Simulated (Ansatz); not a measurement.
# Au (P-1) in Ansatz: notebook

The runs below take Au through single point, equation of state, with LDA.

All numbers are computed with Ansatz 0.2.0; they aren't measurements. Logs are shortened: lines on timing, memory, paths and dates and some standing lists are left out, and cuts for length are marked.

## 1. The crystal as given

The typed cell holds 2 atoms: a = 2.815 Å, b = 2.820 Å, c = 5.191 Å, α = 103.14°, β = 102.66°, γ = 90.26°.

This isn't the form of Au at room conditions, which is fcc.

## 2. Single point, LDA, 18.38 Å³/atom (volume scaled by 0.94)

input.yaml reads:

```yaml
crystal:
  lattice:
    - [2.7580139704, 0.0, 0.0]
    - [-0.0126908779, 2.7626087492, 0.0]
    - [-1.1146628489, -1.1612121098, 4.8234957461]
  atoms:
    - { symbol: Au, position: [0.672862, 0.665962, 0.274055] }
    - { symbol: Au, position: [0.327138, 0.334038, 0.725945] }
hamiltonian:
  xc: lda
  pseudopotentials: { kind: paw }
kpoints:
  mp_grid: { grid: [10, 10, 6] }
scf:
  occupations: { method: fermi_dirac, width: 0.05 }
output:
  forces: true
  stress: true
  eigenvalues: true
```

Potentials or basis: Ansatz PAW.

Run with:

```
$ ansatz run input.yaml --threads 2 --pin off --max-ram 5632MiB --backend cpu --events-out ev --progress --plain --runs-dir out
```

The log of the run:

```text
Warning: RAYON_NUM_THREADS=2 ignored (pool sized by the plan → 2); use --threads N
Engine: ansatz 0.2.0, x86_64-unknown-linux-gnu
Pseudopotentials: kind: paw
Pseudopotential: Au, paw, valence charge 19, recommended cutoff 420 eV (normal), Au.paw.azcp
Functional definition: SPW92
  exchange = slater_x
  correlation = pw_c
Crystal: 2 atoms, lattice volume = 36.752 Å³
Basis set: ecut = 420 eV, 735 PW (Γ)
Bands: 23, of which v1, the nominal top of the filled ones, is band 19 counted from 1 (18 counted from 0)
Symmetry: 2 space group operations
Space group: P-1 (ITA 2), of the structure as read, at distance tolerance 3.3e-5 Å
k-points: 304 of 600
Non-local potential: Au, projectors of the file, l = 0: 3, l = 1: 2, l = 2: 2, l = 3: 1
PAW form: soft (Blöchl's): semilocal exchange-correlation on the pseudo side does not see the compensation charge
PAW frozen core: Au, regenerated for the run's functional, and the local potential with it (the file was generated under x = pbe(κ = 0.804, μ = 0.2195149727645171), c = pbe(β = 0.06672455060314922))
PAW one-centre angular grid: Au, 590 points (default); XC on 64 Gauss nodes
Initial density: superposition of atomic densities (neutral atoms: chi_scale 0, normalization atom), corrected by the library's trained network
Initial wavefunctions: pseudopotential atomic-orbital guess
Functional: x = slater, c = lda
SCF iter   1: F=—  HF=-25729.612692 eV  |F-HF|=—  |Δ(HF+E_count)|=         —  Δρ=7.94e-3  dr2=1.56e-2  ethr=1.77e-3  ⟨swp⟩=5.3  Hψ=26908  notcnv=0
preconditioner: auto → Kerker (q_TF=auto, 2.744 Å⁻¹)  [metal: Δε(μ)=0.043 eV  Ē_g=10.368 eV  σ=0.050 eV  W_gap=0.21  n_scr=12 (ndim 8)  ℏωp=28.7 eV  f_vac=0.003  D(μ)=0.43/eV (n_scr^D=2)]
SCF iter   2: F=—  HF=-25729.609999 eV  |F-HF|=—  |Δ(HF+E_count)|=   2.69e-3  Δρ=3.80e-3  dr2=2.96e-3  ethr=4.11e-5  ⟨swp⟩=2.2  Hψ=12742  notcnv=0
SCF iter   3: F=—  HF=-25729.609032 eV  |F-HF|=—  |Δ(HF+E_count)|=   9.68e-4  Δρ=6.75e-4  dr2=7.55e-5  ethr=7.78e-6  ⟨swp⟩=2.0  Hψ=9207  notcnv=0
SCF iter   4: F=—  HF=-25729.609029 eV  |F-HF|=—  |Δ(HF+E_count)|=   2.71e-6  Δρ=1.22e-4  dr2=5.05e-6  ethr=1.99e-7  ⟨swp⟩=2.7  Hψ=12156  notcnv=0
SCF iter   5: F=—  HF=-25729.609029 eV  |F-HF|=—  |Δ(HF+E_count)|=   1.69e-7  Δρ=3.29e-5  dr2=7.72e-7  ethr=1.33e-8  ⟨swp⟩=2.1  Hψ=10291  notcnv=0
SCF iter   6: F=-25729.609029 eV  HF=-25729.609029 eV  |F-HF|=1.48e-8  |Δ(HF+E_count)|=   1.24e-7  Δρ=8.49e-6  dr2=3.47e-8  ethr=2.63e-10  ⟨swp⟩=3.2  Hψ=26684  notcnv=0
SCF 1 converged in 6 iterations: F = -25729.609029 eV  dr2 = 3.47e-8
SCF converged after 6 iterations
Free energy (F): -25729.609029 eV
Harris-Foulkes:  -25729.609029 eV  (|F-HF|=1.48e-8)
Internal energy: -25729.605525 eV  (E = F + TS)
E sigma→0 (E₀):  -25729.607277 eV
Entropy (-TS):   -0.003504 eV (-1.752 meV/atom)
Fermi energy:    18.031591 eV
--- Per-component energies (eV) ---
  E_band       = -498.854776
  E_kinetic    = 1209.970349
  E_local      = -3804.598427  (includes V_loc(G=0)·N_el)
  E_nonlocal   = 162.271842
  E_hartree    = 1608.703513
  E_xc         = -453.073643
  E_vxc        = -549.563397  (∫ρ·V_xc dr)
  E_paw        = -18846.823648  (= ΣΔE_a)
  E_vpaw       = -734.342021  (= ΣTr[D̂ρ^β])
  E_aug_tail   = 0.002565  (compensation charges beyond the density's cutoff)
  E_ewald      = -5607.103512
  E_core_change = 1.045435  (= ΣΔE_core)
  E_smearing   = -0.003504  (= −TS)
  E_closure    = -0.000000  (closes the sum)
  Σ components = -25729.609029   (vs F -25729.609029, Δ=0.00e0)
--- Forces (eV/Å), atoms counted from 1 ---
  atom   1  Au     0.03268035     0.03026444     0.07691280
  atom   2  Au    -0.03268035    -0.03026444    -0.07691280
  max |Σ_I F_I| component: 0.00e0 eV/Å
--- Stress (GPa, compression-positive) ---
       -5.217799       0.267750       0.996513
        0.267750      -5.576513       0.769972
        0.996513       0.769972      -2.755385
  P = ⅓ Tr σ = -4.5166 GPa (-45.166 kbar)
--- Band table (eV; the first three rows and the last of 304) ---
  k-point 0: bands = ["-87.2111", "-87.1984", "-38.6601", "-38.4418", "-38.4400", "-38.4236", "-38.4223", "-38.4154", "8.9434", "11.5649", "11.9166", "12.4934", "13.1155", "15.0620", "15.0861", "15.6900", "15.7653", "16.0441", "16.4730", "17.7946", "21.0201", "32.3583", "32.5246"]
  k-point 1: bands = ["-87.2103", "-87.1993", "-38.6444", "-38.4452", "-38.4438", "-38.4350", "-38.4189", "-38.4164", "9.1548", "11.4625", "11.8655", "12.5588", "13.1816", "14.8060", "14.8415", "15.9708", "15.9858", "16.0648", "16.4584", "16.6261", "22.6650", "31.7011", "31.8102"]
  k-point 2: bands = ["-87.2080", "-87.2016", "-38.6016", "-38.4787", "-38.4502", "-38.4480", "-38.4139", "-38.4119", "9.7143", "11.2338", "11.7868", "12.6660", "13.1143", "14.4989", "14.5462", "15.2307", "16.0842", "16.3246", "16.3491", "16.4630", "25.4665", "30.9541", "31.0722"]
  k-point 303: bands = ["-87.1919", "-87.1863", "-38.6382", "-38.6258", "-38.5959", "-38.5910", "-38.5453", "-38.4397", "11.7535", "12.1076", "12.2766", "12.9420", "14.0185", "14.1032", "15.6653", "16.4170", "17.3438", "17.3856", "21.0291", "23.4198", "24.0150", "24.8303", "25.6177"]
```

It took 12 s on 2 threads of AMD EPYC (Zen 3), shared host; peak memory 0.47 GiB.

What came out:

```
Free energy            : -25729.6090 eV
Pressure               : -4.5 GPa
Largest force          : 0.089 eV/Å
Band gap on the k mesh : none (metal or under the smearing width)
```

Caveat: the PAW data sets come from PBE, with cores solved anew for the run's functional, which leaves a small shift of forces and pressure.

## 3. Single point, LDA, 18.77 Å³/atom (volume scaled by 0.96)

input.yaml: that of step 2 with these lines changed.

```diff
@@ -2,5 +2,5 @@
   lattice:
-    - [2.7580139704, 0.0, 0.0]
-    - [-0.0126908779, 2.7626087492, 0.0]
-    - [-1.1146628489, -1.1612121098, 4.8234957461]
+    - [2.7774372439, 0.0, 0.0]
+    - [-0.0127802532, 2.7820643814, 0.0]
+    - [-1.1225128459, -1.1693899293, 4.8574651452]
   atoms:
```

Potentials or basis: Ansatz PAW.

Run with:

```
$ ansatz run input.yaml --threads 2 --pin off --max-ram 5632MiB --backend cpu --events-out ev --progress --plain --runs-dir out
```

Wall time 12 s (2 threads of AMD EPYC (Zen 3), shared host); peak memory 0.47 GiB.

It converged, with:

| Item | Value |
| --- | --- |
| Free energy | -25729.5799 eV |
| Pressure | -7.3 GPa |
| Largest force | 0.110 eV/Å |
| Band gap on the k mesh | none (metal or under the smearing width) |

Caveat: the PAW data sets come from PBE, with cores solved anew for the run's functional, which leaves a small shift of forces and pressure.

## 4. Single point, LDA, 19.16 Å³/atom (volume scaled by 0.98)

input.yaml: that of step 3 with these lines changed.

```diff
@@ -2,5 +2,5 @@
   lattice:
-    - [2.7774372439, 0.0, 0.0]
-    - [-0.0127802532, 2.7820643814, 0.0]
-    - [-1.1225128459, -1.1693899293, 4.8574651452]
+    - [2.7965925888, 0.0, 0.0]
+    - [-0.0128683956, 2.8012516386, 0.0]
+    - [-1.1302545584, -1.1774549423, 4.8909659635]
   atoms:
```

Run with:

```
$ ansatz run input.yaml --threads 2 --pin off --max-ram 5632MiB --backend cpu --events-out ev --progress --plain --runs-dir out
```

It took 12 s on 2 threads of AMD EPYC (Zen 3), shared host; peak memory 0.47 GiB.

Results (log left out):

```
Free energy            : -25729.5380 eV
Pressure               : -9.8 GPa
Largest force          : 0.131 eV/Å
Band gap on the k mesh : none (metal or under the smearing width)
```

Caveat: the PAW data sets come from PBE, with cores solved anew for the run's functional, which leaves a small shift of forces and pressure.

## 5. Single point, LDA, 19.55 Å³/atom

input.yaml: that of step 4 with these lines changed.

```diff
@@ -2,5 +2,5 @@
   lattice:
-    - [2.7965925888, 0.0, 0.0]
-    - [-0.0128683956, 2.8012516386, 0.0]
-    - [-1.1302545584, -1.1774549423, 4.8909659635]
+    - [2.8154890579, 0.0, 0.0]
+    - [-0.0129553469, 2.8201795887, 0.0]
+    - [-1.1378916452, -1.1854109603, 4.9240140333]
   atoms:
```

Run with:

```
$ ansatz run input.yaml --threads 2 --pin off --max-ram 5632MiB --backend cpu --events-out ev --progress --plain --runs-dir out
```

Run time: 13 s. Hardware: 2 threads of AMD EPYC (Zen 3), shared host; peak memory 0.48 GiB.

It converged, with:

```yaml
Free_energy: -25729.4851 eV
Pressure: -11.8 GPa
Largest_force: 0.152 eV/Å
Band_gap_on_the_k_mesh: none (metal or under the smearing width)
```

Caveat: the PAW data sets come from PBE, with cores solved anew for the run's functional, which leaves a small shift of forces and pressure.

## 6. Single point, LDA, 19.94 Å³/atom (volume scaled by 1.02)

input.yaml: that of step 5 with these lines changed.

```diff
@@ -2,5 +2,5 @@
   lattice:
-    - [2.8154890579, 0.0, 0.0]
-    - [-0.0129553469, 2.8201795887, 0.0]
-    - [-1.1378916452, -1.1854109603, 4.9240140333]
+    - [2.8341352242, 0.0, 0.0]
+    - [-0.0130411464, 2.838856819, 0.0]
+    - [-1.1454275711, -1.1932615928, 4.9566243481]
   atoms:
```

Potentials or basis: Ansatz PAW.

Run with:

```
$ ansatz run input.yaml --threads 2 --pin off --max-ram 5632MiB --backend cpu --events-out ev --progress --plain --runs-dir out
```

Wall time 13 s (2 threads of AMD EPYC (Zen 3), shared host); peak memory 0.48 GiB.

Results (log left out):

```yaml
Free_energy: -25729.4229 eV
Pressure: -13.6 GPa
Largest_force: 0.170 eV/Å
Band_gap_on_the_k_mesh: none (metal or under the smearing width)
```

Caveat: the PAW data sets come from PBE, with cores solved anew for the run's functional, which leaves a small shift of forces and pressure.

## 7. Single point, LDA, 20.33 Å³/atom (volume scaled by 1.04)

input.yaml: that of step 6 with these lines changed.

```diff
@@ -2,5 +2,5 @@
   lattice:
-    - [2.8341352242, 0.0, 0.0]
-    - [-0.0130411464, 2.838856819, 0.0]
-    - [-1.1454275711, -1.1932615928, 4.9566243481]
+    - [2.8525392154, 0.0, 0.0]
+    - [-0.0131258315, 2.8572914708, 0.0]
+    - [-1.1528656209, -1.2010102618, 4.9888111224]
   atoms:
```

Run with:

```
$ ansatz run input.yaml --threads 2 --pin off --max-ram 5632MiB --backend cpu --events-out ev --progress --plain --runs-dir out
```

It took 14 s on 2 threads of AMD EPYC (Zen 3), shared host; peak memory 0.48 GiB.

Results (log left out):

```yaml
Free_energy: -25729.3527 eV
Pressure: -15.1 GPa
Largest_force: 0.187 eV/Å
Band_gap_on_the_k_mesh: none (metal or under the smearing width)
```

Caveat: the PAW data sets come from PBE, with cores solved anew for the run's functional, which leaves a small shift of forces and pressure.

## 8. Single point, LDA, 20.72 Å³/atom (volume scaled by 1.06)

input.yaml: that of step 7 with these lines changed.

```diff
@@ -2,5 +2,5 @@
   lattice:
-    - [2.8525392154, 0.0, 0.0]
-    - [-0.0131258315, 2.8572914708, 0.0]
-    - [-1.1528656209, -1.2010102618, 4.9888111224]
+    - [2.8707087448, 0.0, 0.0]
+    - [-0.0132094378, 2.8754912702, 0.0]
+    - [-1.160208912, -1.208660215, 5.0205878461]
   atoms:
```

Run with:

```
$ ansatz run input.yaml --threads 2 --pin off --max-ram 5632MiB --backend cpu --events-out ev --progress --plain --runs-dir out
```

Run time: 14 s. Hardware: 2 threads of AMD EPYC (Zen 3), shared host; peak memory 0.49 GiB.

Results (log left out):

```
Free energy            : -25729.2758 eV
Pressure               : -16.4 GPa
Largest force          : 0.200 eV/Å
Band gap on the k mesh : none (metal or under the smearing width)
```

Caveat: the PAW data sets come from PBE, with cores solved anew for the run's functional, which leaves a small shift of forces and pressure.

## 9. Equation of state, LDA

Potentials or basis: Ansatz PAW.

No new run: the results of the series are fitted here.

What came out:

```
Equilibrium volume                        : 17.85 Å³/atom (rough: see the caveat)
Bulk modulus at fixed shape and positions : 170 GPa (rough)
```

Energy against volume, from the lowest point:
```tsv
volume (Å³/atom)	energy (meV/atom)
18.376	0.00
18.767	14.56
19.158	35.52
19.549	61.97
19.940	93.08
20.331	128.17
20.722	166.64
```

Caveat: the minimum lies outside the volumes run; the cell was scaled at fixed shape and fractional positions, which overstates the stiffness of a crystal with free parameters, most of all of layers and chains.
